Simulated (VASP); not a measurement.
SnSe, 8 atoms in the cell. The cell holds a slab with vacuum, 8 atoms: a = 4.310 Å, b = 4.318 Å, c = 23.896 Å, α = 90.00°, β = 90.00°, γ = 90.00°. 

| Property | Result |
| --- | --- |
| Program | VASP 6.6.1 |
| Task | work function |
| Functional | PBE |
| Potentials or basis | VASP PAW PBE potentials, release 64 (Sn_d, Se) |
| Cutoff | 520 eV |
| k mesh | 5 × 5 × 1 |
| Occupations | fermi-dirac, width 0.05 eV |
| Spin | no spin polarisation |
| Dipole correction | yes |
| Further INCAR settings | ALGO = Normal; EDIFF = 1e-06 |

Potentials or basis: VASP PAW PBE potentials, release 64 (Sn_d, Se).

Command:

```sh
$ cat potpaw_PBE.64/Sn_d/POTCAR potpaw_PBE.64/Se/POTCAR > POTCAR
$ mpirun -np 1 vasp_std > vasp.out
```

Hardware: 1 thread of Intel(R) Xeon(R) Platinum 8375C CPU @ 2.90GHz (Ice Lake) (shared host).

Problem. Estimate the wall time of this run.

Solution. Run time: 6.2 min on 1 thread of Intel(R) Xeon(R) Platinum 8375C CPU @ 2.90GHz (Ice Lake), on a shared host, peak memory 0.49 GiB. Counts: scf iterations 23, k points 9.
